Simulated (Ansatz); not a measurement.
Crystal: ZnSe (Stilleite).

```
CELL_PARAMETERS angstrom
0.00000 2.83380 2.83380
2.83380 0.00000 2.83380
2.83380 2.83380 0.00000
ATOMIC_POSITIONS crystal
Se 0.75000 0.75000 0.75000
Zn 0.00000 0.00000 0.00000
```

Base run:

* Program: Ansatz 0.2.0
* Functional: PBE
* Potentials or basis: all-electron LAPW, scalar-relativistic
* Cutoff: 311 eV (chosen from the basis error)
* Basis error allowed: 0.001 eV/atom
* k mesh: 8 × 8 × 8
* Occupations: fermi-dirac, width 0.05 eV
* Spin: no spin polarisation

Its results: band gap on the k mesh 1.29 eV, direct; pressure 2.1 GPa.

Question: The run is repeated on the same cell with these changes: functional from PBE to PBEsol. What comes out?

Answer: Band gap on the k mesh 1.17 eV, direct; pressure -1.1 GPa.

PBEsol binds more tightly than PBE, so the same cell stands under less pressure.
